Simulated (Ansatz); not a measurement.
## Deforming SnO

```
Sn O
1.0
     3.80200    0.00000    0.00000
     0.00000    3.80200    0.00000
     0.00000    0.00000    4.83600
Sn O
2 2
Direct
  0.00000 0.50000 0.23850
  0.50000 0.00000 0.76150
  0.00000 0.00000 0.00000
  0.50000 0.50000 0.00000
```

Atom numbers follow the list: Sn1, Sn2, O3, O4.

The cell is COD entry 9008956, as deposited and not checked against the literature; nothing was relaxed.

Spin–orbit coupling is left out, though it moves levels of the heavy atoms by tenths of an eV or more.

Computed with DFT, PBEsol, all-electron LAPW, scalar-relativistic (Ansatz 0.2.0).

Sampling and basis: a Γ-centred 8×8×6 k mesh, Fermi–Dirac smearing of 0.01 eV, basis error target 1 meV/atom, no spin polarisation.

The unchanged cell is at -0.10 GPa.

In a metal, stresses and small energies carry noise from the k mesh.

x, y and z are the Cartesian axes of the cell as listed; fractional coordinates follow a strain, and an engineering shear is twice the off-diagonal strain component.

(1) With this change (equal xy, yz and zx engineering shear strains of -3 %), what becomes of the energy and stress and forces?

With equal xy, yz and zx engineering shear strains of -1 %: energy change +1 meV/atom; stress change (xx, yy, zz, yz, xz, xy) 0.03, 0.03, 0.03, 0.53, 0.53, 0.83 GPa, compression positive; change of the force on Sn1 (0.057, 0.057, 0.003) eV/Å.

(2) With this change (equal xy, yz and zx engineering shear strains of +2 %), what becomes of the energy and stress and forces?

(3) With this change (equal xy, yz and zx engineering shear strains of -2 %), what becomes of the energy and stress and forces?

(4) With this change (equal xy, yz and zx engineering shear strains of +1 %), what becomes of the energy and stress and forces?

(5) With this change (equal xy, yz and zx engineering shear strains of +3 %), what becomes of the energy and stress and forces?

Answers

(1) Energy change +10 meV/atom; stress change (xx, yy, zz, yz, xz, xy) 0.30, 0.30, 0.23, 1.64, 1.64, 2.55 GPa, compression positive; change of the force on Sn1 (0.174, 0.174, 0.029) eV/Å.

(2) Energy change +4 meV/atom; stress change (xx, yy, zz, yz, xz, xy) 0.14, 0.14, 0.10, -1.04, -1.04, -1.63 GPa, compression positive; change of the force on Sn1 (-0.111, -0.111, 0.012) eV/Å.

(3) Energy change +4 meV/atom; stress change (xx, yy, zz, yz, xz, xy) 0.14, 0.14, 0.10, 1.08, 1.08, 1.68 GPa, compression positive; change of the force on Sn1 (0.115, 0.115, 0.012) eV/Å.

(4) Energy change +1 meV/atom; stress change (xx, yy, zz, yz, xz, xy) 0.03, 0.03, 0.02, -0.52, -0.52, -0.82 GPa, compression positive; change of the force on Sn1 (-0.056, -0.056, 0.003) eV/Å.

(5) Energy change +9 meV/atom; stress change (xx, yy, zz, yz, xz, xy) 0.30, 0.30, 0.22, -1.54, -1.54, -2.43 GPa, compression positive; change of the force on Sn1 (-0.165, -0.165, 0.028) eV/Å.
